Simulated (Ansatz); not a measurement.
Density of states of GeSb₂Te₄ (R-3m, a = 4.244 Å, b = 4.244 Å, c = 38.837 Å, α = 90.00°, β = 90.00°, γ = 120.00°), in states per eV and primitive cell, averaged over bins of 0.4 eV. Computed with DFT PBEsol, scalar-relativistic, plane waves, PAW (Ansatz 0.2.0).

Plane waves to 420 eV, a k mesh through Γ of 12×12×12 on the computed 7-atom cell and Gaussian smearing (0.10 eV); no spin polarisation.

The cell is relaxed at this level. The states (both spins) are summed by tetrahedra on a 18×18×18 mesh at the self-consistent density. Energies are bin centres; the table starts no lower than −8 eV and ends at 6 eV, or lower where the solved bands end.

It is a metal at this level.

```tsv
E − E_F (eV)	total	Te 5p	Sb 5p	Ge 4p	Te 5s	Ge 4s
-7.85	2.01	0.42	0.05	0.01	0.30	0.73
-7.45	1.32	0.29	0.03	0.01	0.25	0.44
-7.05	0.67	0.15	0.01	0.01	0.17	0.25
-6.65	0.43	0.09	0.01	0.00	0.13	0.16
-6.25	0.24	0.04	0.01	0.00	0.08	0.07
-5.85	1.32	0.72	0.45	0.09	0.03	0.02
-5.45	1.99	1.16	0.65	0.14	0.02	0.01
-5.05	2.86	1.78	0.73	0.24	0.04	0.01
-4.65	3.79	2.40	0.93	0.28	0.06	0.03
-4.25	4.87	3.12	1.22	0.32	0.08	0.04
-3.85	4.93	3.10	1.19	0.38	0.10	0.05
-3.45	5.81	3.78	1.20	0.48	0.12	0.06
-3.05	4.94	3.14	1.00	0.44	0.13	0.06
-2.65	5.02	3.00	1.02	0.62	0.16	0.05
-2.25	4.63	2.73	0.92	0.60	0.15	0.04
-1.85	3.66	2.04	0.81	0.46	0.14	0.04
-1.45	4.21	2.43	1.03	0.37	0.15	0.05
-1.05	4.22	2.56	1.04	0.20	0.15	0.09
-0.65	4.24	2.56	0.97	0.17	0.16	0.16
-0.25	3.46	2.05	0.75	0.12	0.10	0.25
0.15	2.36	1.20	0.69	0.22	0.06	0.03
0.55	5.25	2.90	1.28	0.43	0.15	0.09
0.95	4.33	2.72	0.86	0.20	0.08	0.11
1.35	2.52	1.59	0.52	0.11	0.04	0.08
1.75	1.81	0.77	0.64	0.20	0.04	0.04
2.15	2.71	0.45	1.12	0.38	0.08	0.01
2.55	4.58	0.96	1.64	0.87	0.12	0.01
2.95	5.55	1.31	1.65	1.17	0.12	0.01
3.35	5.85	1.39	1.65	1.04	0.11	0.01
3.75	5.08	1.25	1.16	0.80	0.06	0.01
4.15	5.85	1.43	0.92	0.98	0.05	0.01
4.55	5.08	1.05	0.59	0.73	0.03	0.01
4.95	3.95	0.70	0.29	0.54	0.03	0.00
5.35	4.26	0.69	0.27	0.51	0.03	0.00
5.75	3.77	0.41	0.19	0.27	0.01	0.00
```

The columns after the total are the main Löwdin projections on the occupied valence shells of the potentials; 1 other is left out. The rest of the total lies in those, in shells that are empty in the free atom, which aren't projected, and between the atoms.

Spin-orbit coupling is left out, which matters for the bands of heavy elements.

Whether GeSb2Te4 exists in this form wasn't checked. Closed-shell ions balance this formula, so the missing gap can be the error of a semilocal functional.

Cost: 1 run of about 3.4 core-minutes, on AMD EPYC 9R45 (Zen 5) (shared hosts).